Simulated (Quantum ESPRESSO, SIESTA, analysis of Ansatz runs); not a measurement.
# AlN (P6_3mc):Ge_Al, a ladder of methods on one cell (SIESTA and Quantum ESPRESSO), part 2 of 4

Question: at which Fermi levels does Ge_Al in AlN (P6_3mc) change its charge, and how much of the answer depends on the basis, the k-points and the program? The model is a cell of 72 host atoms with 1 Al taken out and 1 Ge put in.

SIESTA and Quantum ESPRESSO ; SIESTA numerical-orbital DFT, PBEsol, DZP basis, PseudoDojo 0.4.1 potentials converted to PSML; charged supercells in a uniform background, point-charge correction with alignment at far sites.

So far. Step 2 (Band edges): The gap at this level is 4.15 eV.

## (3) Relaxing each charge state

Level of this step: SIESTA numerical-orbital DFT, PBEsol, DZP basis, PseudoDojo 0.4.1 potentials converted to PSML; relaxation of all atoms of a defect supercell (SIESTA).

Each state starts from the atoms near the defect displaced at random, so that no symmetry of the ideal site is imposed. An odd electron count needs spin polarisation, and the total moment is held fixed to keep the state apart from its neighbours in spin. Charge 0 is shown in full.

File defect.fdf:

```
SystemName                      Al35GeN36
SystemLabel                     defect
NumberOfSpecies                 3
NumberOfAtoms                   72
%block ChemicalSpeciesLabel
  1   13 Al
  2    7 N
  3   32 Ge
%endblock ChemicalSpeciesLabel
LatticeConstant                 1.0 Ang
%block LatticeVectors
     9.367059000    -0.000018000     0.000000000
    -4.683543000     8.112102000     0.000000000
     0.000000000     0.000000000    10.010830000
%endblock LatticeVectors
AtomicCoordinatesFormat         Fractional
%block AtomicCoordinatesAndAtomicSpecies
     0.219495417     0.107971170     0.245471656  1
     0.109666870     0.226665023     0.499167553  1
     0.224860869     0.113121250     0.444824484  2
     0.105605012     0.217731800     0.191905312  2
     0.217416416     0.106021328     0.751490831  1
     0.111111439     0.222221811     0.999630900  1
     0.222222440     0.111110906     0.940357193  2
     0.113620192     0.227146050     0.693361527  2
     0.217088987     0.442725982     0.246982047  1
     0.115901757     0.560508420     0.497594069  1
     0.227666406     0.445701952     0.442256689  2
     0.116303796     0.558564028     0.187694458  2
     0.221282166     0.440011600     0.746373189  1
     0.111111439     0.555555145     0.999630900  1
     0.222222440     0.444444239     0.940357193  2
     0.114084665     0.553001206     0.688157485  2
     0.220010269     0.771745327     0.250323936  1
     0.111111439     0.888888478     0.499630900  1
     0.217258953     0.777835677     0.442123823  2
     0.111110894     0.888889094     0.190357243  2
     0.225680932     0.783330439     0.751703427  1
     0.111111439     0.888888478     0.999630900  1
     0.222222440     0.777777572     0.940357193  2
     0.111110894     0.888889094     0.690357243  2
     0.555555227     0.111111522     0.249630950  1
     0.447848313     0.226356798     0.503117428  1
     0.555555773     0.111110906     0.440357193  2
     0.439564636     0.222668165     0.191778935  2
     0.555555227     0.111111522     0.749630950  1
     0.444444773     0.222221811     0.999630900  1
     0.555555773     0.111110906     0.940357193  2
     0.440071605     0.223677417     0.689472667  2
     0.549856597     0.442907506     0.251085253  1
     0.442975951     0.559882598     0.500677918  3
     0.558962507     0.449072853     0.443492999  2
     0.448095549     0.558110008     0.186391540  2
     0.551460072     0.439610549     0.746959840  1
     0.444444773     0.555555145     0.999630900  1
     0.555555773     0.444444239     0.940357193  2
     0.450345016     0.556970032     0.690484800  2
     0.555266565     0.775682392     0.254273907  1
     0.440022544     0.887969449     0.496368544  1
     0.552451516     0.773621680     0.443918469  2
     0.443568304     0.893685530     0.189683593  2
     0.556345254     0.778582048     0.754569548  1
     0.444444773     0.888888478     0.999630900  1
     0.555555773     0.777777572     0.940357193  2
     0.441761863     0.883138824     0.692146455  2
     0.888888561     0.111111522     0.249630950  1
     0.777778106     0.222221811     0.499630900  1
     0.888889106     0.111110906     0.440357193  2
     0.777777560     0.222222428     0.190357243  2
     0.888888561     0.111111522     0.749630950  1
     0.777778106     0.222221811     0.999630900  1
     0.888889106     0.111110906     0.940357193  2
     0.777777560     0.222222428     0.690357243  2
     0.888888561     0.444444855     0.249630950  1
     0.774654642     0.558438371     0.500745107  1
     0.888889106     0.444444239     0.440357193  2
     0.775340407     0.559140469     0.191277039  2
     0.888888561     0.444444855     0.749630950  1
     0.777778106     0.555555145     0.999630900  1
     0.888889106     0.444444239     0.940357193  2
     0.776711964     0.556027142     0.685528426  2
     0.884607574     0.778110303     0.246881580  1
     0.780936023     0.885902516     0.499239681  1
     0.892973786     0.776078272     0.439040781  2
     0.780214825     0.894977535     0.189825815  2
     0.893653611     0.778494262     0.746873215  1
     0.777778106     0.888888478     0.999630900  1
     0.888889106     0.777777572     0.940357193  2
     0.780488492     0.894584639     0.692262164  2
%endblock AtomicCoordinatesAndAtomicSpecies
%block kgrid.MonkhorstPack
    1   0   0  0.25
    0   1   0  0.25
    0   0   1  0.25
%endblock kgrid.MonkhorstPack
XC.Functional                   GGA
XC.Authors                      PBEsol
PAO.BasisSize                   DZP
PAO.EnergyShift                 0.005 Ry
Mesh.Cutoff                     300 Ry
Spin                            polarized
%block DM.InitSpin
    11   0.200
    34   0.200
    35   0.200
    40   0.200
    43   0.200
%endblock DM.InitSpin
Spin.Fix                        true
Spin.Total                      1.0
OccupationFunction              FD
ElectronicTemperature           0.01 eV
MaxSCFIterations                150
SCF.MustConverge                true
SCF.Mixer.Method                Pulay
SCF.Mixer.Weight                0.1
SCF.Mixer.History               10
SCF.DM.Tolerance                3.0e-4
SCF.H.Tolerance                 3.0e-3 eV
WriteForces                     true
Charge.Mulliken                 end
SaveRho                         true
SaveElectrostaticPotential      true
Charge.Hirshfeld                end
Charge.Voronoi                  end
MD.TypeOfRun                    Broyden
MD.Steps                        90
MD.MaxForceTol                  0.04 eV/Ang
MD.MaxDispl                     0.15 Ang
WriteCoorStep                   true
AtomCoorFormatOut               Fractional
```

Run with:

```bash
$ OMP_NUM_THREADS=1 siesta defect.fdf > defect.out
```

The log of the run:

```text
Version         : 5.4.2

                           ***********************
                           *  WELCOME TO SIESTA  *
                           ***********************

[...]
reinit: Reading from file defect.fdf

reinit: -----------------------------------------------------------------------
reinit: System Name: Al35GeN36
reinit: -----------------------------------------------------------------------
reinit: System Label: defect
reinit: -----------------------------------------------------------------------

[...]
initatom: Reading input for the pseudopotentials and atomic orbitals ----------
Species number:   1 Atomic number:   13 Label: Al
Species number:   2 Atomic number:    7 Label: N
Species number:   3 Atomic number:   32 Label: Ge

[... pseudopotential checks and orbital generation ...]

prinput: Basis input

PAO.BasisType split

%block ChemicalSpeciesLabel
    1   13 Al                      # Species index, atomic number, species label
    2    7 N                       # Species index, atomic number, species label
    3   32 Ge                      # Species index, atomic number, species label
%endblock ChemicalSpeciesLabel

%block PAO.Basis                 # Define Basis set
# WARNING: This information might be incomplete!
Al                    2                    # Species label, number of l-shells
 n=3   0   2                         # n, l, Nzeta
   6.641      4.635
   1.000      1.000
 n=3   1   2 P   1                   # n, l, Nzeta, Polarization, NzetaPol
   8.738      6.223
   1.000      1.000
N                     2                    # Species label, number of l-shells
 n=2   0   2                         # n, l, Nzeta
   4.265      2.697
   1.000      1.000
 n=2   1   2 P   1                   # n, l, Nzeta, Polarization, NzetaPol
   5.254      3.313
   1.000      1.000
Ge                    4                    # Species label, number of l-shells
 n=4   0   2                         # n, l, Nzeta
   5.669      3.870
   1.000      1.000
 n=4   1   2                         # n, l, Nzeta
[...]
n=3   2   1                         # n, l, Nzeta
   3.015
   1.000
 n=4   2   1                         # n, l, Nzeta
   7.626
   1.000
%endblock PAO.Basis

prinput: ----------------------------------------------------------------------

coor:   Atomic-coordinates input format  =     Fractional

[...]
siesta: System type = bulk

initatomlists: Number of atoms, orbitals, and projectors:     72   941   936

[... echo of the settings ...]

siesta: k-grid: Number of k-points = 1
siesta: k-points from Monkhorst-Pack grid
siesta: k-cutoff (effective) =     4.684 Ang
siesta: k-point supercell and displacements
siesta: k-grid:     1     0     0      0.250
siesta: k-grid:     0     1     0      0.250
siesta: k-grid:     0     0     1      0.250

diag: Algorithm                                     = D&C
diag: Absolute tolerance                            =  0.100E-15
diag: Orthogonalization factor                      =  0.100E-05

superc: Internal auxiliary supercell:     5 x     5 x     3  =      75
superc: Number of atoms, orbitals, and projectors:   5400  70575  70200

                     ====================================
                        Begin Broyden opt. move =      0
                     ====================================

[...]
superc: Internal auxiliary supercell:     5 x     5 x     3  =      75
superc: Number of atoms, orbitals, and projectors:   5400  70575  70200

outcell: Unit cell vectors (Ang):
        9.367059   -0.000018    0.000000
       -4.683543    8.112102    0.000000
        0.000000    0.000000   10.010830

outcell: Cell vector modules (Ang)   :    9.367059    9.367058   10.010830
outcell: Cell angles (23,13,12) (deg):     90.0000     90.0000    120.0002
outcell: Cell volume (Ang**3)        :    760.6875
[...]
Initializing Density Matrix...

[...]
DM filled with atomic data (user-defined):

InitMesh: MESH = 90 x 90 x 108 = 874800
InitMesh: Mesh cutoff (required, used) =   300.000   321.669 Ry

[...]
iscf     Eharris(eV)        E_KS(eV)     FreeEng(eV)     dDmax     Ef_up Ef_dn(eV) dHmax(eV)
   scf:    1   -14405.867440   -14756.598679   -14756.598679  0.752258 -3.847016 -6.490148 11.496761
[...]
scf:    2   -14836.801804   -14798.751552   -14798.751552  0.124421 -3.667651 -7.567228  7.889162
[...]
scf:    3   -14869.211844   -14848.133084   -14848.133084  0.298506 -3.366872 -4.615329  2.104567
[...]
scf:    4   -14848.437751   -14848.468594   -14848.468603  0.132812 -3.256183 -4.301894  1.199141
[...]
scf:    5   -14848.480553   -14848.532809   -14848.532812  0.038470 -3.275442 -4.591923  0.215351
[...]
scf:    6   -14848.577318   -14848.558811   -14848.558813  0.005443 -3.277096 -4.618296  0.091058
[...]
scf:    7   -14848.562208   -14848.560606   -14848.560608  0.004040 -3.276822 -4.628497  0.115364
[...]
scf:    8   -14848.572441   -14848.566921   -14848.566922  0.006918 -3.287546 -4.712212  0.040213
[...]
scf:    9   -14848.568635   -14848.567826   -14848.567827  0.002285 -3.290622 -4.720073  0.019959
[...]
scf:   10   -14848.568048   -14848.567943   -14848.567944  0.000510 -3.291784 -4.719877  0.018260
[...]
scf:    1   -14850.392291   -14850.391347   -14850.391347  0.068314 -3.736425 -7.042032  0.041216
[...]
scf:    2   -14850.388116   -14850.390446   -14850.390446  0.004737 -3.751569 -7.057681  0.134921
[...]
scf:    3   -14850.391717   -14850.391495   -14850.391495  0.003574 -3.740684 -7.046442  0.009454
[...]
scf:    4   -14850.391514   -14850.391507   -14850.391507  0.000281 -3.742687 -7.048552  0.003212
[...]
scf:    5   -14850.391509   -14850.391508   -14850.391508  0.000071 -3.743208 -7.049143  0.001981
     spin moment: {S} , |S| = {        0.0        0.0    1.00000 }     1.00000

SCF Convergence by DM+H criterion
[...]
SCF cycle converged after 5 iterations

[...]
siesta: E_KS(eV) =           -14850.3915

siesta: Atomic forces (eV/Ang):
     1    0.001563   -0.003492   -0.001661
     2    0.001689    0.000391   -0.003385
     3    0.001044   -0.000441   -0.001394
     4    0.003757   -0.002237    0.002511
     5   -0.004137   -0.000252    0.002641
     6    0.000152   -0.002533    0.003307
     7   -0.000280   -0.002117    0.003760
     8   -0.004157    0.000045   -0.002177
     9    0.004491    0.000473   -0.000992
    10    0.001627   -0.000286   -0.002496
[...]
68   -0.000384   -0.000147    0.001428
    69   -0.002018   -0.001056    0.001620
    70    0.001961    0.004111    0.002930
    71    0.000619    0.001241    0.001981
    72   -0.000821    0.000984   -0.000837
   Tot   -0.003348    0.002252    0.023617
   Max    0.033300
   Res    0.003749    sqrt( Sum f_i^2 / 3N )
   Max    0.033300    constrained

Stress tensor Voigt[x,y,z,yz,xz,xy] (kbar):      -16.70       -5.49      -26.06       -0.48       -0.06        9.52
[...]
outcoor: Relaxed atomic coordinates (fractional):
    0.22205671    0.11109702    0.24972856   1       1  Al
    0.10938864    0.22076720    0.49993785   1       2  Al
    0.22203699    0.11182932    0.44053079   2       3  N
    0.11029704    0.22015402    0.18949633   2       4  N
    0.22251594    0.11159627    0.74945850   1       5  Al
    0.10968815    0.22080934    1.00013790   1       6  Al
    0.22168902    0.11138248    0.93954542   2       7  N
    0.11173847    0.22302365    0.69037524   2       8  N
    0.22021250    0.44373200    0.24418933   1       9  Al
    0.10906467    0.55610183    0.49971277   1      10  Al
    0.20780927    0.43806467    0.43298723   2      11  N
    0.11034964    0.55691337    0.18952533   2      12  N
    0.21895024    0.44312155    0.75502381   1      13  Al
    0.10966298    0.55660328    1.00019162   1      14  Al
    0.21852611    0.44335272    0.94452537   2      15  N
    0.11163666    0.55528393    0.69011959   2      16  N
    0.22204637    0.77813486    0.24980459   1      17  Al
    0.11093910    0.88927345    0.49956077   1      18  Al
    0.22197289    0.77824648    0.44060597   2      19  N
    0.11119460    0.88893793    0.19052031   2      20  N
[...]
0.44394703    0.55552950    0.50184975   3      34  Ge
[...]
0.77934168    0.55651114    1.00011833   1      62  Al
[...]
0.77723961    0.55528161    0.69019139   2      64  N
    0.88906159    0.77802008    0.24975690   1      65  Al
    0.77936694    0.89066864    0.49991354   1      66  Al
    0.88834335    0.77805704    0.44056472   2      67  N
    0.77987922    0.88968002    0.18961864   2      68  N
    0.88877519    0.77790624    0.74949082   1      69  Al
    0.77931655    0.89036051    1.00023836   1      70  Al
    0.88871489    0.77837836    0.93961085   2      71  N
    0.77727188    0.88857556    0.69034716   2      72  N

[...]
siesta: Final energy (eV):
siesta:  Band Struct. =   -4196.594016
siesta:       Kinetic =    9725.571396
siesta:       Hartree =    3750.969985
[...]
siesta:         Exch. =   -4240.666987
siesta:         Corr. =    -427.808940
[...]
siesta:   Exch.-corr. =   -4668.475927
siesta:  Ion-electron =  -16570.261723
siesta:       Ion-ion =   -7088.195239
[...]
siesta:         Total =  -14850.391508
siesta:      Fermi_up =      -3.743208
siesta:      Fermi_dn =      -7.049143

siesta: Stress tensor (static) (eV/Ang**3):
siesta:    -0.010423    0.005940   -0.000039
siesta:     0.005940   -0.003426   -0.000302
siesta:    -0.000039   -0.000302   -0.016264

siesta: Cell volume =        760.687471 Ang**3

siesta: Pressure (static):
siesta:                Solid            Molecule  Units
siesta:           0.00010932          0.00010780  Ry/Bohr**3
siesta:           0.01003767          0.00989766  eV/Ang**3
siesta:          16.08212211         15.85780050  kBar

[...]
mulliken: Qtot =      150.000

[...]
mulliken: Qtot =      149.000

Mulliken Atomic Populations:
Atom #   charge [q] valence [e]      Sz [e]  Species
     1     0.189292    2.810708   -0.000634  Al
     2     0.183349    2.816651   -0.001904  Al
     3    -0.207300    5.207300   -0.000308  N
     4    -0.196279    5.196279    0.000806  N
     5     0.201855    2.798145    0.000875  Al
     6     0.199353    2.800647    0.004617  Al
     7    -0.207491    5.207491    0.000713  N
     8    -0.206253    5.206253   -0.000521  N
     9     0.171051    2.828949    0.021244  Al
    10     0.177115    2.822885    0.003048  Al
    11    -0.400382    5.400382    0.123086  N
    12    -0.194297    5.194297    0.000444  N
    13     0.152990    2.847010    0.006848  Al
    14     0.199154    2.800846    0.004122  Al
    15    -0.208565    5.208565    0.005349  N
    16    -0.206220    5.206220   -0.000604  N
    17     0.189912    2.810088    0.002149  Al
    18     0.233410    2.766590   -0.000884  Al
    19    -0.205933    5.205933   -0.000571  N
    20    -0.205770    5.205770    0.000633  N
[...]
34     1.190088   12.809912    0.244499  Ge
[...]
62     0.196118    2.803882    0.005101  Al
[...]
64    -0.205415    5.205415   -0.000917  N
    65     0.190421    2.809579    0.000621  Al
    66     0.182015    2.817985   -0.002001  Al
    67    -0.208563    5.208563   -0.000500  N
    68    -0.195285    5.195285    0.000787  N
    69     0.202918    2.797082    0.000852  Al
    70     0.197188    2.802812    0.004691  Al
    71    -0.208042    5.208042    0.000914  N
    72    -0.207424    5.207424   -0.000432  N
 Total     0.000000                1.000000

[...]
Job completed
```

Run time: 2.2 h. Hardware: 1 MPI rank of Intel Xeon 6975P-C (Granite Rapids), shared host; peak memory 2.2 GiB.

The steps and moves of this run count from the displaced start.

Step by step:

| step | energy less that of the first step (eV) | largest force (eV/Å) |
| --- | --- | --- |
| 0 | 0.0000 | 2.4306 |
| 1 | -1.0705 | 1.5725 |
| 2 | -1.4627 | 1.1267 |
| 3 | -1.6832 | 0.6981 |
| 4 | -1.7845 | 0.2319 |
| 5 | -1.8007 | 0.1458 |
| 6 | -1.8086 | 0.0874 |
| 7 | -1.8140 | 0.0935 |
| 8 | -1.8178 | 0.0859 |
| 9 | -1.8204 | 0.0662 |
| 10 | -1.8217 | 0.0594 |
| 11 | -1.8227 | 0.0451 |
| 12 | -1.8234 | 0.0336 |

The atoms that moved most (Å):

| atom | dx | dy | dz | length |
| --- | --- | --- | --- | --- |
| N40 | -0.049 | -0.009 | 0.237 | 0.242 |
| N11 | -0.150 | -0.062 | -0.093 | 0.187 |
| N43 | 0.004 | 0.145 | -0.107 | 0.180 |
| N35 | 0.080 | -0.089 | -0.106 | 0.159 |
| Al41 | -0.009 | 0.033 | -0.100 | 0.106 |
| Al13 | -0.036 | 0.025 | 0.086 | 0.097 |
| Al37 | 0.037 | 0.029 | 0.079 | 0.092 |
| Al33 | 0.059 | 0.005 | -0.069 | 0.091 |

Neighbours of Ge34 at the end:

| atom | distance (Å) |
| --- | --- |
| N35 | 2.030 |
| N43 | 2.034 |
| N11 | 2.036 |
| N40 | 2.126 |
| Al13 | 3.123 |
| Al37 | 3.125 |
| Al45 | 3.128 |
| N36 | 3.130 |
| Al2 | 3.135 |
| Al26 | 3.136 |
| Al58 | 3.139 |
| Al10 | 3.140 |
| Al66 | 3.141 |
| Al42 | 3.141 |
| Al9 | 3.154 |
| Al41 | 3.155 |

Energies on the run's own zero. States near gap, by row:

| spin | k | band | energy (eV) | filled by count |
| --- | --- | --- | --- | --- |
| up | 0 | 146 | -8.57 | 1 |
| up | 0 | 147 | -8.541 | 1 |
| up | 0 | 148 | -8.532 | 1 |
| up | 0 | 149 | -8.396 | 1 |
| up | 0 | 150 | -4.613 | 1 |
| up | 0 | 151 | -3.274 | 0 |
| up | 0 | 152 | -3.143 | 0 |
| up | 0 | 153 | -2.926 | 0 |
| up | 0 | 154 | -2.851 | 0 |
| down | 0 | 145 | -8.733 | 1 |
| down | 0 | 146 | -8.549 | 1 |
| down | 0 | 147 | -8.531 | 1 |
| down | 0 | 148 | -8.502 | 1 |
| down | 0 | 149 | -8.367 | 1 |
| down | 0 | 150 | -4.224 | 0 |
| down | 0 | 151 | -3.182 | 0 |
| down | 0 | 152 | -3.072 | 0 |
| down | 0 | 153 | -2.875 | 0 |

Spin density in the ac plane at fractional y = 0.556, through the centre, with atoms of Al and N and Ge within 0.45 Å of it.

Values in e/Å³, 13 rows by 16 columns, each cell a mean:
```
0.00 0.00 0.00 0.00 0.00 0.00 0.00 0.00 0.00 0.00 0.00 0.00 0.00 0.00 0.00 0.00
0.00 0.00 0.00 0.00 0.00 0.00 0.01 0.01 0.01 0.00 0.00 0.00 0.00 0.00 0.00 0.00
0.00 0.00 0.00 0.00 0.00 0.00 0.03 0.05 0.01 0.00 0.00 0.00 0.00 0.00 0.00 0.00
0.00 0.00 0.00 0.00 0.00 0.00 0.07 0.16 0.02 0.00 0.00 0.00 0.00 0.00 0.00 0.00
0.00 0.00 0.00 0.00 0.00 0.00 0.05 0.12 0.02 0.00 0.00 0.00 0.00 0.00 0.00 0.00
0.00 0.00 0.00 0.00 0.00 0.02 0.05 0.05 0.04 0.01 0.00 0.00 0.00 0.00 0.00 0.00
0.00 0.00 0.00 0.00 0.00 0.02 0.03 0.01 0.04 0.00 0.00 0.00 0.00 0.00 0.00 0.00
0.00 0.00 0.00 0.00 0.00 0.00 0.01 0.02 0.01 0.00 0.00 0.00 0.00 0.00 0.00 0.00
0.00 0.00 0.00 0.00 0.00 0.00 0.00 0.00 0.00 0.00 0.00 0.00 0.00 0.00 0.00 0.00
0.00 0.00 0.00 0.00 0.00 0.00 0.00 0.00 0.00 0.00 0.00 0.00 0.00 0.00 0.00 0.00
0.00 0.00 0.00 0.00 0.00 0.00 0.00 0.00 0.00 0.00 0.00 0.00 0.00 0.00 0.00 0.00
0.00 0.00 0.00 0.00 0.00 0.00 0.00 0.00 0.00 0.00 0.00 0.00 0.00 0.00 0.00 0.00
0.00 0.00 0.00 0.00 0.00 0.00 0.00 0.00 0.00 0.00 0.00 0.00 0.00 0.00 0.00 0.00
```
Columns run along a (9.4 Å), rows up along c (10.0 Å). Atoms in or near the plane, at fractional coordinates: Al at (0.11, 0.50), N at (0.11, 0.19), Al at (0.11, 0.00), N at (0.11, 0.69), Ge at (0.44, 0.50), N at (0.44, 0.19), Al at (0.44, 0.00), N at (0.44, 0.71), Al at (0.78, 0.50), N at (0.78, 0.19), Al at (0.78, 0.00), N at (0.78, 0.69).

[end of part 2 of 4]

[Logs are printed without paths, hosts, clocks, repeated set-up lines and the standing remarks that a program may print on its own settings, such as how far it seeks lower states.]

[Hosts, paths, dates, database ids (printed as entryN), source tags and the programs' standing remarks are cut or masked in the printed files.]

[For some hosts the program warned that the k-mesh of the response run may be too coarse for force constants and the static dielectric constant; such warnings are not shown here.]

[Charge tables in the logs are Mulliken or Hirshfeld populations, whose sizes and signs can differ; where basis functions stand at a vacancy, SIESTA counts their charge against the missing atom's valence.]

[In relaxation paths of CP2K, step 0 can be the structure after the first move, since the trajectory file begins there, and the last row can be the final structure solved once more.]
